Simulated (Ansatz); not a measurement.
Crystal: CuO.

```
Cu O
1.0
     0.18960   -2.17229   -2.04314
    -2.01972    0.10630   -1.95984
     2.38320    2.28584   -4.38944
Cu O
2 2
Cartesian
  0.1715 0.1749 -4.1029
  -1.7484 -1.9559 -4.0297
  0.4097 0.0276 -6.3425
  0.1667 0.0172 -2.1166
```

The cell comes from a database or a generator and needn't be the stable form of this composition.

```yaml
Program: Ansatz 0.2.0
Task: relaxation of cell and atoms
Functional: PBE
Potentials_or_basis: Ansatz PAW
Cutoff: "420 eV (not typed: the program's choice for these potentials)"
k_mesh: 10 × 10 × 5
Occupations: fermi-dirac, width 0.05 eV
Spin: no spin polarisation
```

At the start: volume 10.03 Å³/atom.

Problem. How do energy, volume and symmetry change on relaxing?

Solution. It ends after 33 steps and the volume is 11.20 Å³/atom (+11.7 %); space group P4_2/mmc (No. 131, to 0.05 Å).

The path:
| step | energy change (eV) | largest force (eV/Å) | volume (Å³) |
| --- | --- | --- | --- |
| 1 | 0.0000 | 1.6538 | 40.12 |
| 2 | -0.2804 | 1.0793 | 39.19 |
| 3 | -0.4346 | 0.3820 | 37.74 |
| 4 | -0.4901 | 0.6484 | 38.72 |
| 5 | -0.6436 | 0.4858 | 39.52 |
| 6 | -0.7351 | 0.6306 | 40.29 |
| 7 | -0.8434 | 0.2727 | 40.73 |
| 8 | -0.8633 | 0.3717 | 41.05 |
| 9 | -0.8827 | 0.0372 | 41.67 |
| 10 | -0.8873 | 0.0059 | 41.46 |
| 11 | -0.8874 | 0.0012 | 41.47 |
| 12 | -0.8873 | 0.0006 | 41.49 |
| 13 | -0.9826 | 0.0129 | 41.49 |
| 14 | -1.0446 | 0.0085 | 42.47 |
| 15 | -1.0719 | 0.0283 | 43.59 |
| 16 | -1.0761 | 0.0476 | 43.71 |
| 17 | -1.0781 | 0.0019 | 43.69 |
| 18 | -1.0781 | 0.0002 | 43.69 |
| 19 | -1.1223 | 0.0023 | 43.69 |
| 20 | -1.1412 | 0.0030 | 44.12 |
| 21 | -1.1489 | 0.0214 | 44.60 |
| 22 | -1.1500 | 0.0006 | 44.51 |
| 23 | -1.1499 | 0.0003 | 44.54 |
| 24 | -1.1640 | 0.0009 | 44.54 |
| 25 | -1.1682 | 0.0006 | 44.68 |
| 26 | -1.1688 | 0.0025 | 44.78 |
| 27 | -1.1689 | 0.0002 | 44.76 |
| 28 | -1.1716 | 0.0002 | 44.76 |
| 29 | -1.1721 | 0.0003 | 44.78 |
| 30 | -1.1721 | 0.0006 | 44.79 |
| 31 | -1.1723 | 0.0006 | 44.79 |
| 32 | -1.1723 | 0.0014 | 44.79 |
| 33 | -1.1724 | 0.0014 | 44.79 |

Final structure:
```
Cu O
1.0
    -0.08143   -2.92373   -2.96356
    -1.54796   -0.41348   -2.47514
     2.01616    2.18621   -5.13814
Cu O
2 2
Direct
  0.50000 0.50001 0.50000
  0.99999 0.00001 0.00000
  0.99996 0.75003 0.74999
  0.00005 0.24995 0.25001
```

Caveat: the plane-wave basis is chosen anew once the cell has moved, so the energies of steps on either side of that aren't comparable; the pressure holds a Pulay correction of +0.6 GPa for the finite cutoff; the run has no spin polarisation, though such a crystal can be magnetic.
